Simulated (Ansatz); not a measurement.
Runs of Ansatz 0.2.0 on MgB2. The structure is hexagonal, space group P6/mmm (No. 191). Conventional cell: a = 3.085 Å, b = 3.085 Å, c = 3.523 Å, α = 90.00°, β = 90.00°, γ = 120.00°. Mg (site symmetry 6/mmm) is surrounded by 12 B at 2.51 Å. Around B (site symmetry -6m2) lie 3 B at 1.78 Å. 

| task | level | cell | k mesh | smearing | atoms under strain | gap on the mesh (eV) | pressure (GPa) | relaxed volume (Å³/atom) |
| --- | --- | --- | --- | --- | --- | --- | --- | --- |
| relaxation of cell and atoms | LDA+D3(BJ) | relaxed | 10 × 10 × 8 | tetrahedron | - | none | 0.0 | 8.89 |
| relaxation of cell and atoms | BLYP+D4 | relaxed | 10 × 10 × 8 | fermi-dirac 0.05 eV | - | none | 0.0 | 9.21 |
| single point | PBE | as given | 10 × 10 × 8 | gaussian 0.013 eV | - | none | -0.9 | - |
| single point | PBE | as given | 10 × 10 × 8 | gaussian 0.016 eV | - | none | -0.9 | - |
| single point | PBE | as given | 10 × 10 × 8 | gaussian 0.029 eV | - | none | -0.9 | - |
| elastic constants | PBEsol | as given | 7 × 7 × 6 | fermi-dirac 0.05 eV | clamped | none | (a) | - |
| single point | PBEsol | as given | 10 × 10 × 8 | gaussian 0.02 eV | - | none | -3.0 | - |
| single point | PBE | as given | 10 × 10 × 8 | gaussian 0.1 eV | - | none | -0.9 | - |

Alike in all rows: potentials or basis Ansatz PAW; no spin polarisation; cutoff (eV) 420.

**Question.** Estimate the missing entries.

**Answer.** (a) -3.2.

Caveats: the PAW data sets come from PBE, with cores solved anew for the run's functional, which leaves a small shift of forces and pressure (some runs); the plane-wave basis is chosen anew once the cell has moved, so the energies of steps on either side of that aren't comparable (some runs); pairwise dispersion overbinds metals, which lowers pressure and volume (some runs); with tetrahedron occupations forces and stress needn't match the slope of the energy (some runs); the dispersion damping was fitted for another functional or another form of the correction (some runs); the cell is more than 3 GPa from zero pressure, which shifts response properties (some runs); elastic constants of metals need much finer meshes, so these are rough (some runs).

A gap of «none» marks a metal or a gap under the smearing width.
